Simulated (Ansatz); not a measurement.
# H7C24: the cost of one run

All numbers below are computed with Ansatz 0.2.0 (DFT PBE, plane waves, PAW, scalar-relativistic, collinear spin).

### Step 1. The starting structure

The cell holds 31 atoms (C24H7): a = 7.573 Å, b = 5.049 Å, c = 14.676 Å, α = 90.00°, β = 90.00°, γ = 60.00°.

The coordinates stand in the first input below.

### Step 2. End point A

input.yaml

```yaml
crystal:
  lattice:
    - [7.573114, 0.0, 0.0]
    - [2.524371, 4.372339, 0.0]
    - [0.0, 0.0, 14.676426]
  atoms:
    - { symbol: H, position: [0.1111111, 0.1666667, 0.0681365] }
    - { symbol: H, position: [0.4444444, 0.1666667, 0.0681365] }
    - { symbol: H, position: [0.7777778, 0.1666667, 0.0681365] }
    - { symbol: H, position: [0.1111111, 0.6666667, 0.0681365] }
    - { symbol: H, position: [0.4444444, 0.6666667, 0.0681365] }
    - { symbol: H, position: [0.7777778, 0.6666667, 0.0681365] }
    - { symbol: C, position: [0.1111111, 0.1666667, 0.1430866] }
    - { symbol: C, position: [0.4444444, 0.1666667, 0.1430866] }
    - { symbol: C, position: [0.7777778, 0.1666667, 0.1430866] }
    - { symbol: C, position: [0.1111111, 0.6666667, 0.1430866] }
    - { symbol: C, position: [0.4444444, 0.6666667, 0.1430866] }
    - { symbol: C, position: [0.7777778, 0.6666667, 0.1430866] }
    - { symbol: C, position: [-0.1111111, 0.3333333, 0.1781963] }
    - { symbol: C, position: [0.2222222, 0.3333333, 0.1781963] }
    - { symbol: C, position: [0.5555556, 0.3333333, 0.1781963] }
    - { symbol: C, position: [-0.1111111, 0.8333333, 0.1781963] }
    - { symbol: C, position: [0.2222222, 0.8333333, 0.1781963] }
    - { symbol: C, position: [0.5555556, 0.8333333, 0.1781963] }
    - { symbol: C, position: [-0.1111111, 0.3333333, 0.2835255] }
    - { symbol: C, position: [0.2222222, 0.3333333, 0.2835255] }
    - { symbol: C, position: [0.5555556, 0.3333333, 0.2835255] }
    - { symbol: C, position: [-0.1111111, 0.8333333, 0.2835255] }
    - { symbol: C, position: [0.2222222, 0.8333333, 0.2835255] }
    - { symbol: C, position: [0.5555556, 0.8333333, 0.2835255] }
    - { symbol: C, position: [0.0, 0.0, 0.3186352] }
    - { symbol: C, position: [0.3333333, 0.0, 0.3186352] }
    - { symbol: C, position: [0.6666667, 0.0, 0.3186352] }
    - { symbol: C, position: [0.0, 0.5, 0.3186352] }
    - { symbol: C, position: [0.3333333, 0.5, 0.3186352] }
    - { symbol: C, position: [0.6666667, 0.5, 0.3186352] }
    - { symbol: H, position: [0.3798665, 0.8623467, 0.3813207], spin: 1.0 }
magnetization:
  spin_polarized: true
basis:
  ecutwfc: 420.0
kpoints:
  mp_grid: { grid: [2, 3, 1] }
hamiltonian:
  xc: pbe
  pseudopotentials: { kind: paw, azcp: { folder: soft_1 } }
scf:
  occupations: { method: fermi_dirac, width: 0.05 }
  lower_state_search: "off"
relax:
  f_tol: 0.03
  max_steps: 60
  adjacent_minimum: "off"
  constraints:
    - { sites: [0, 1, 2, 3, 4, 5, 6, 7, 8, 9, 10, 11, 12, 13, 14, 15, 16, 17] }
```

Started as:

```sh
$ ansatz run input.yaml --threads 2 --pin off --max-ram 5120MiB --backend cpu --events-out ev --progress --plain --runs-dir out
```

**Question.** How long does this run take on 2 threads of Intel Xeon at 2.50GHz (Skylake/Cascade Lake), shared host, and how much memory does it need?

About 2.2 min, with a peak of 0.88 GiB.
